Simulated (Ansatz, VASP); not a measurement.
BaS in VASP and in Ansatz

```
Ba S
1.0
     0.00000    3.21501    3.21501
     3.21501    0.00000    3.21501
     3.21501    3.21501    0.00000
Ba S
1 1
Direct
  0.00000 0.00000 0.00000
  0.50000 0.50000 0.50000
```

Alike in both runs: functional PBE; k mesh 7 × 7 × 7; occupations fermi-dirac, width 0.02 eV; no spin polarisation.

Ansatz relaxed the structure, and its values are those at the end. VASP's run is a single point on that final structure, the one shown.

|  | VASP | Ansatz |
| --- | --- | --- |
| version | VASP 6.6.1 | Ansatz 0.2.0 |
| potentials or method | VASP PAW PBE potentials, release 64 (Ba_sv, S) | PAW with Ansatz's default frozen-core files, scalar-relativistic |
| plane-wave cutoff (eV) | 520 | 420 |
| valence electrons in the cell | 16 | 16 |

VASP gave:

| Quantity | Value |
| --- | --- |
| gap on the k mesh at the Fermi level (eV) | 2.20 |
| pressure (GPa) | 0.5 |

Estimate Ansatz's values.

gap on the k mesh at the Fermi level (eV): 2.29; pressure (GPa): 0.0.

With one functional, cell and mesh, what is left measures potentials, basis and numerics. Ansatz warned: «gradients_without_spin_orbit».

Caveats: spin-orbit coupling is left out, which moves the levels of the heavy elements; an odd mesh through Γ misses points on the zone boundary, where band edges often lie.
